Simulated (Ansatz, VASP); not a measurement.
# AlN in VASP and in Ansatz

INCAR

```
SYSTEM = AlN
PREC = Accurate ; ENCUT = 520
EDIFF = 1E-6 ; ISMEAR = 0
SIGMA = 0.05 ; LREAL = .False.
LASPH = .True. ; NELM = 80
ALGO = Normal ; ISIF = 2
LWAVE = .False. ; LCHARG = .False.
GGA = PE ; NBANDS = 11
```

File KPOINTS:

```
Automatic mesh
0
Gamma
  10 10 10
  0 0 0
```

File POSCAR:

```
AlN
1.0
    0.0110079355      2.2015871044      2.2015871044
    2.2015871044      0.0110079355      2.2015871044
    2.2125950399      2.2125950399      0.0000000000
Al N
1 1
Direct
    0.0000000000      0.0000000000      0.0000000000
    0.7500000000      0.7500000000      0.7500000000
```

Input for Ansatz:

```yaml
crystal:
  lattice:
    - [0.0110079355, 2.2015871006, 2.2015871006]
    - [2.2015871006, 0.0110079355, 2.2015871006]
    - [2.2125950361, 2.2125950361, 0.0]
  atoms:
    - { symbol: Al, position: [0.0, 0.0, 0.0] }
    - { symbol: "N", position: [0.75, 0.75, 0.75] }
basis:
  ecutwfc: 420
kpoints:
  mp_grid: { grid: [10, 10, 10] }
hamiltonian:
  xc: pbe
scf:
  occupations: { method: gaussian, width: 0.05 }
output:
  forces: true
  stress: true
  eigenvalues: true
```

Change from the starting cell: strain +0.0100 x Voigt [0, 0, 0, 0, 0, 1], atoms carried along.

Alike in both runs: task single point; functional PBE; k mesh 10 × 10 × 10; occupations gaussian, width 0.05 eV; no spin polarisation.

|  | VASP | Ansatz |
| --- | --- | --- |
| version | VASP 6.6.1 | Ansatz 0.2.0 |
| potentials or method | VASP PAW PBE potentials, release 64 (Al, N) | scalar-relativistic, plane waves, PAW |
| plane-wave cutoff (eV) | 520 | 420 |
| valence electrons in the cell | 8 | 8 |

```csv
,VASP,Ansatz,Ansatz less VASP
gap on the k mesh at the Fermi level (eV),3.28,3.28,+0.008
least direct gap on the mesh (eV),3.96,3.95,-0.008
pressure (GPa),-0.3,0.0,+0.29
largest component of the traceless stress (GPa),2.14,2.13,-0.015
rms of the force components (eV/Å),0.046,0.046,-0.0002
```

Atom by atom the forces differ by 0.000 eV/Å (rms over components).

A k mesh can miss the band edges.
